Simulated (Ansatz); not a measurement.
Relaxing KI

All numbers below come from Ansatz, DFT PBE, scalar-relativistic, plane waves, PAW.

KI was placed on the tungsten carbide structure type (P-6m2, No. 187), with K in place of W, I in place of C, at a guessed volume.

The final relaxation ran on this input, with the default PAW datasets:

```yaml
crystal:
  lattice:
    - [4.8915851978, 0.0, 0.0]
    - [-2.4457925989, 4.236237046, 0.0]
    - [0.0, 0.0, 4.4978931118]
  atoms:
    - { symbol: K, position: [0.0, 0.0, 0.0] }
    - { symbol: I, position: [0.6666666667, 0.3333333333, 0.5] }
basis:
  ecutwfc: 420
kpoints:
  mp_grid: { grid: [6, 6, 6] }
hamiltonian:
  xc: pbe
scf:
  occupations: { method: gaussian, width: 0.02 }
output:
  forces: true
  stress: true
  eigenvalues: true
relax:
  adjacent_minimum: "off"
  f_tol: 0.01
  max_steps: 80
  cell: { stress_tol: 0.05 }
```

Launched as:

```bash
ansatz run input.yaml --threads 1 --pin off --max-ram 2560MiB --backend cpu --events-out ev --progress --plain --runs-dir out
```

The run took 5 s on 1 thread of Intel(R) Xeon(R) 6975P-C (Granite Rapids) (shared host), peak memory 0.42 GiB.

End of the output:

```
SCF converged after 5 iterations
Free energy (F): -9053.610502 eV
Harris-Foulkes:  -9053.610502 eV  (|F-HF|=1.46e-11)
Internal energy: -9053.610502 eV  (E = F + TS)
E sigma→0 (E₀):  -9053.610502 eV
Fermi energy:    3.845694 eV
--- Per-component energies (eV) ---
  E_band       = -531.340612
  E_kinetic    = 442.599526
  E_local      = -2917.569805  (includes V_loc(G=0)·N_el)
  E_nonlocal   = -77.502745
  E_hartree    = 1380.808243
  E_xc         = -263.282515
  E_vxc        = -293.528175  (∫ρ·V_xc dr)
  E_paw        = -5598.947292  (= ΣΔE_a)
  E_vpaw       = -446.955836  (= ΣTr[D̂ρ^β])
  E_aug_tail   = -0.000012  (compensation charges beyond the density's cutoff)
  E_ewald      = -2019.715903
  E_smearing   =  0.000000  (= −TS)
  E_closure    = 0.000000  (closes the sum)
  Σ components = -9053.610502   (vs F -9053.610502, Δ=0.00e0)
--- Forces (eV/Å), atoms counted from 1 ---
  atom   1  K      0.00000000     0.00000000     0.00000000
  atom   2  I      0.00000000     0.00000000     0.00000000
  max |Σ_I F_I| component: 1.56e-17 eV/Å
--- Stress (GPa, compression-positive) ---
        0.009363       0.000000       0.000000
        0.000000       0.009363       0.000000
        0.000000       0.000000       0.021683
  P = ⅓ Tr σ = 0.0135 GPa (0.135 kbar)
--- Relaxed structure (1 steps of the walk, 1 accepted, 1 SCFs on fresh bases) ---
  F+E_penalty+E_count = -9053.61050218 eV   max|allowed force component| = 4.915e-18 eV/Å   (the final SCF, on the basis selected at the relaxed cell)
  cell:  # Å, volume = 93.2050 Å³
    - [4.891585, 0.0, 0.0]
    - [-2.445793, 4.236237, 0.0]
    - [0.0, 0.0, 4.497893]
  atoms:
    - { symbol: K, position: [0.000000, 0.0, 0.0] }
    - { symbol: I, position: [0.666667, 0.333333, 0.5] }
```

Total energies depend on the potentials used, so only differences within one code and one set of settings carry meaning.

The result has space group P-6m2 (No. 187). K has 6 I at 3.61 Å; around I lie 6 K at 3.61 Å.

Against the elements it lies at -1.459 eV/atom. Energies over the elements count from the elements' standard structures at the same level, with no empirical corrections.

Spin–orbit coupling is left out.

Symmetry constrained the relaxation, so the result can be a saddle point.